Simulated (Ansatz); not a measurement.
We consider wurtzite InN, described by r²SCAN in Ansatz (plane waves, PAW).

Run with plane-wave cutoff 560 eV, 12×12×6 k mesh (along the axes of the cell as run), Fermi–Dirac smearing 0.01 eV, scalar-relativistic PAW data made under PBE.

A third-order Birch–Murnaghan fit to the energies gives V0 = 15.591 Å³/atom, B0 = 140 GPa, B′ = 4.6.

```
V (Å³/atom)  P (GPa)
-----------  -------
14.967          6.28
15.279             …
15.591          0.00
15.903             …
16.214         -5.01
```

Q: Estimate the withheld pressures from this fit; the answers are the runs' own values.

A: 
- 15.279, P (GPa): 2.96
- 15.903, P (GPa): -2.64

The formula P = (3/2) B0 (x^(7/3) − x^(5/3)) [1 + (3/4)(B′ − 4)(x^(2/3) − 1)] with x = V0/V meets the computed pressures within 0.02 GPa when these rounded values are put in.

Shape and atoms are relaxed at each volume.

Measured, for comparison: bulk modulus 126 GPa (room temperature, no zero-point or thermal correction; as tabulated in Phys. Rev. B 49, 14 (GaN and InN under pressure), abstract); equilibrium volume per atom 15.38 Å³/atom (300 K, no zero-point or thermal correction; as tabulated in Wikipedia's data pages). Computed (rounded) less measured: bulk modulus +11 %, equilibrium volume per atom +1.4 %.

Note: the bulk modulus comes from volumes at which shape and atoms were relaxed.

Spin–orbit coupling is not included.

Ansatz is a first-principles code.
